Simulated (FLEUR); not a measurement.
# HfN: equation of state with PBE

The system is HfN.

```
CELL_PARAMETERS angstrom
0.00000 2.25600 2.25600
2.25600 0.00000 2.25600
2.25600 2.25600 0.00000
ATOMIC_POSITIONS crystal
Hf 0.00000 0.00000 0.00000
N 0.50000 0.50000 0.50000
```

```
Program                  : FLEUR MaX-R8.1 (later development tree)
Task                     : equation of state
Functional               : PBE
Potentials or basis      : all-electron
Basis                    : FLAPW
Kmax                     : 4.79 1/bohr
k mesh                   : 10 × 10 × 10
Occupations              : fermi-dirac, width 0.05 eV
Spin                     : no spin polarisation
Gmax                     : 14.9 1/bohr
Muffin-tin radii         : Hf 2.37, N 1.46 bohr
lmax                     : Hf 10, N 8
Local orbitals a species : Hf 4, N 3
```

```yaml
Equilibrium_volume: 11.76 Å³/atom
Bulk_modulus: 263 GPa
Pressure_derivative_of_the_bulk_modulus: "4.3 (rough: it moves with the points fitted)"
```

Energy against volume, from the lowest point:
| volume (Å³/atom) | energy (meV/atom) |
| --- | --- |
| 10.793 | 76.16 |
| 11.023 | 42.56 |
| 11.252 | 19.48 |
| 11.482 | 5.57 |
| 11.712 | 0.00 |
| 11.941 | 1.98 |
| 12.171 | 10.85 |

Spin-orbit coupling is left out, which matters for the levels of Hf. PBE usually gives volumes a little too large and moduli too small.
